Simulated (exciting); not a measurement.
# TePb (Fm-3m) in exciting: reference runs

How does TePb come out in PBE? The cell is run as given, and energy against volume gives the equilibrium volume and stiffness.

Everything below comes from runs of exciting (release sodium). Logs are shortened: lines on timing, memory, paths and dates and some standing lists are left out, and cuts for length are marked.

### Step 1. The structure

It takes space group Fm-3m (No. 225, cubic). Conventional cell: a = 6.462 Å, b = 6.462 Å, c = 6.462 Å, α = 90.00°, β = 90.00°, γ = 90.00°. Around Pb (site symmetry m-3m) lie 6 Te at 3.23 Å. Around Te (site symmetry m-3m) lie 6 Pb at 3.23 Å.

### Step 2. Single point, PBE

The input, input.xml:

```xml
<input>
  <title>TePb</title>
  <structure speciespath="./" tshift="false">
    <crystal scale="1">
      <basevect>0.000000000000 6.105705108666 6.105705108666</basevect>
      <basevect>6.105705108666 0.000000000000 6.105705108666</basevect>
      <basevect>6.105705108666 6.105705108666 0.000000000000</basevect>
    </crystal>
    <species speciesfile="Pb.xml" rmt="2.3">
      <atom coord="0.000000000000 0.000000000000 0.000000000000"/>
    </species>
    <species speciesfile="Te.xml" rmt="2.3">
      <atom coord="0.500000000000 0.500000000000 0.500000000000"/>
    </species>
  </structure>
  <groundstate do="fromscratch" ngridk="7 7 7" rgkmax="9" gmaxvr="14" lmaxapw="10" lmaxmat="10" lmaxvr="8" xctype="GGA_PBE" stype="Fermi Dirac" swidth="0.00183747" nempty="10" ValenceRelativity="iora*" epsengy="1e-05" epspot="1e-05" maxscl="60" tforce="true" outputlevel="normal"/>
</input>
```

Potentials or basis: all-electron LAPW+lo, shipped species files, valence relativity iora*.

On the command line:

```console
> OMP_NUM_THREADS=1 exciting_smp
```

INFO.OUT:

```text
================================================================================
EXCITING SODIUM started
[... 10 lines left out ...]

 Lattice vectors (cartesian) :
      0.0000000000      6.1057051087      6.1057051087
      6.1057051087      0.0000000000      6.1057051087
      6.1057051087      6.1057051087      0.0000000000

 Reciprocal lattice vectors (cartesian) :
     -0.5145339642      0.5145339642      0.5145339642
      0.5145339642     -0.5145339642      0.5145339642
      0.5145339642      0.5145339642     -0.5145339642

 Unit cell volume                           :     455.2369141986
 Brillouin zone volume                      :       0.5448815896

 Species :    1 (Pb)
     parameters loaded from                 :    Pb.xml
     name                                   :    lead
     nuclear charge                         :     -82.00000000
     electronic charge                      :      82.00000000
     atomic mass                            :  377702.49410000
     muffin-tin radius                      :       2.30000000
     # of radial points in muffin-tin       :     450

     atomic positions (lattice) :
       1 :   0.00000000  0.00000000  0.00000000

 Species :    2 (Te)
     parameters loaded from                 :    Te.xml
     name                                   :    tellurium
     nuclear charge                         :     -52.00000000
     electronic charge                      :      52.00000000
     atomic mass                            :  232600.57070000
     muffin-tin radius                      :       2.30000000
     # of radial points in muffin-tin       :     400

     atomic positions (lattice) :
       1 :   0.50000000  0.50000000  0.50000000

 Total number of atoms per unit cell        :       2

 Spin treatment                             :    spin-unpolarised

 Number of Bravais lattice symmetries       :      48
 Number of crystal symmetries               :      48

 k-point grid                               :       7    7    7
 Total number of k-points                   :      20
 k-point set is reduced with crystal symmetries

 R^MT_min * |G+k|_max (rgkmax)              :       9.00000000
 Species with R^MT_min                      :       1 (Pb)
 Maximum |G+k| for APW functions            :       3.91304348
 Maximum |G| for potential and density      :      14.00000000

 G-vector grid sizes                        :      40    40    40
 Total number of G-vectors                  :   21187

 Maximum angular momentum used for
     APW functions                          :      10
     computing H and O matrix elements      :      10
     potential and density                  :       8
     inner part of muffin-tin               :       2

 Total nuclear charge                       :    -134.00000000
 Total electronic charge                    :     134.00000000
 Total core charge                          :     104.00000000
 Total valence charge                       :      30.00000000

 Number of empty states                     :      10
 Total number of valence states             :      26

 Maximum Hamiltonian size                   :     499
 Maximum number of plane-waves              :     471
 Total number of local-orbitals             :      28

 Exchange-correlation type                  :      20
     Perdew-Burke-Ernzerhof, Phys. Rev. Lett. 77, 3865 (1996)
     Generalised gradient approximation (GGA)

 Smearing scheme                            :    Fermi-Dirac
 Smearing width                             :       0.00183747

 Using multisecant Broyden potential mixing
[... 16 lines left out ...]
+ SCF iteration number :    1                                                  +
++++++++++++++++++++++++++++++++++++++++++++++++++++++++++++++++++++++++++++++++
 Total energy                               :    -27722.60320390
 _______________________________________________________________
 Fermi energy                               :         0.22395906
 Kinetic energy                             :     31561.61344794
 Coulomb energy                             :    -58717.69172853
 Exchange energy                            :      -558.66342159
 Correlation energy                         :        -7.86150172

 DOS at Fermi energy (states/Ha/cell)       :         0.00082278

 Electron charges :
     core                                   :       104.00000000
     core leakage                           :         0.01461084
     valence                                :        30.00000000
     interstitial                           :         5.88390658
     charge in muffin-tin spheres :
                  atom     1    Pb          :        78.94565731
                  atom     2    Te          :        49.17043611
     total charge in muffin-tins            :       128.11609342
     total charge                           :       134.00000000

++++++++++++++++++++++++++++++++++++++++++++++++++++++++++++++++++++++++++++++++
+ SCF iteration number :    2                                                  +
++++++++++++++++++++++++++++++++++++++++++++++++++++++++++++++++++++++++++++++++
 Total energy                               :    -27724.11694607
 _______________________________________________________________
 Fermi energy                               :         0.22285837
 Kinetic energy                             :     31559.94144930
 Coulomb energy                             :    -58717.53830809
 Exchange energy                            :      -558.65765194
 Correlation energy                         :        -7.86243535

 DOS at Fermi energy (states/Ha/cell)       :         0.00170820

 Electron charges :
     core                                   :       104.00000000
     core leakage                           :         0.01449962
     valence                                :        30.00000000
     interstitial                           :         5.91781886
     charge in muffin-tin spheres :
                  atom     1    Pb          :        78.99680488
                  atom     2    Te          :        49.08537626
     total charge in muffin-tins            :       128.08218114
     total charge                           :       134.00000000
[... 325 lines left out ...]
++++++++++++++++++++++++++++++++++++++++++++++++++++++++++++++++++++++++++++++++
+ SCF iteration number :   14                                                  +
++++++++++++++++++++++++++++++++++++++++++++++++++++++++++++++++++++++++++++++++
 Total energy                               :    -27725.60030002
 _______________________________________________________________
 Fermi energy                               :         0.21646969
 Kinetic energy                             :     31557.56780450
 Coulomb energy                             :    -58716.65476699
 Exchange energy                            :      -558.65033052
 Correlation energy                         :        -7.86300702

 DOS at Fermi energy (states/Ha/cell)       :         0.00240757

 Electron charges :
     core                                   :       104.00000000
     core leakage                           :         0.01441198
     valence                                :        30.00000000
     interstitial                           :         5.93297807
     charge in muffin-tin spheres :
                  atom     1    Pb          :        79.03787997
                  atom     2    Te          :        49.02914196
     total charge in muffin-tins            :       128.06702193
     total charge                           :       134.00000000

 RMS change in effective potential (target) :  0.661480E-09  ( 0.100000E-04)
 Absolute change in total energy   (target) :  0.343560E-06  ( 0.100000E-04)
 Charge distance                   (target) :  0.153925E-09  ( 0.100000E-04)
 Abs. change in max-nonIBS-force   (target) :   0.00000      ( 0.500000E-04)

++++++++++++++++++++++++++++++++++++++++++++++++++++++++++++++++++++++++++++++++
| Convergency criteria checked for the last 2 iterations                       +
| Convergence targets achieved. Performing final SCF iteration                 +
++++++++++++++++++++++++++++++++++++++++++++++++++++++++++++++++++++++++++++++++
 Total energy                               :    -27725.60030091
 _______________________________________________________________
 Fermi energy                               :         0.21646969
 Kinetic energy                             :     31557.56780400
 Coulomb energy                             :    -58716.65476736
 Exchange energy                            :      -558.65033054
 Correlation energy                         :        -7.86300702

 DOS at Fermi energy (states/Ha/cell)       :         0.00240757

 Electron charges :
     core                                   :       104.00000000
     core leakage                           :         0.01441198
     valence                                :        30.00000000
     interstitial                           :         5.93297807
     charge in muffin-tin spheres :
                  atom     1    Pb          :        79.03787997
                  atom     2    Te          :        49.02914196
     total charge in muffin-tins            :       128.06702193
     total charge                           :       134.00000000

++++++++++++++++++++++++++++++++++++++++++++++++++++++++++++++++++++++++++++++++
+ Self-consistent loop stopped                                                 +
++++++++++++++++++++++++++++++++++++++++++++++++++++++++++++++++++++++++++++++++
 STATE.OUT is written

--------------------------------------------------------------------------------
- Writing atomic positions and forces                                          -
--------------------------------------------------------------------------------

 Atomic positions (lattice) :
 atom     1  Pb  :     0.00000000    0.00000000    0.00000000
 atom     2  Te  :     0.50000000    0.50000000    0.50000000

 Total atomic forces including IBS (cartesian) :
 atom     1  Pb  :     0.00000000   -0.00000000    0.00000000
 atom     2  Te  :     0.00000000    0.00000000    0.00000000

 Atomic force components including IBS (cartesian) :
 atom     1  Pb  :    -0.00000000    0.00000000    0.00000000   HF force
                 :    -0.00000000   -0.00000000    0.00000000   core correction
                 :    -0.00000000   -0.00000000    0.00000000   IBS correction
 atom     2  Te  :     0.00000000   -0.00000000    0.00000000   HF force
                 :     0.00000000    0.00000000   -0.00000000   core correction
                 :     0.00000000    0.00000000    0.00000000   IBS correction

********************************************************************************
* Groundstate module stopped                                                   *
********************************************************************************

--------------------------------------------------------------------------------
- CAUTION! Warnings have been written in file WARNING.OUT !                    -
--------------------------------------------------------------------------------
================================================================================
| EXCITING SODIUM stopped                                                      =
================================================================================
```

Run time: 91 s. Hardware: 1 thread of Arm Neoverse V2, shared host; peak memory 0.16 GiB.

What came out:

| Property | Result |
| --- | --- |
| Free energy | -754452.0187 eV |
| All electrons inside the program's atomic spheres | Pb 79.04; Te 49.03 (radii Pb 2.3, Te 2.3 bohr) |

Levels at points of the mesh, in eV from the Fermi level:
| k point | band 11 | band 12 | band 13 | band 14 | band 15 | band 16 | band 17 | band 18 | band 19 | band 20 |
| --- | --- | --- | --- | --- | --- | --- | --- | --- | --- | --- |
| (0.00, 0.00, 0.00) | -12.43 | -6.02 | -1.76 | -1.76 | -1.76 | 3.66 | 3.66 | 3.66 | 5.43 | 5.43 |

Caveat: this odd mesh misses L, where the gap lies, so gap, dielectric constants and Born charges aren't listed. The run has no spin-orbit coupling, so splittings on Pb, Te are missing.

(Continued in part 2 of 2.)
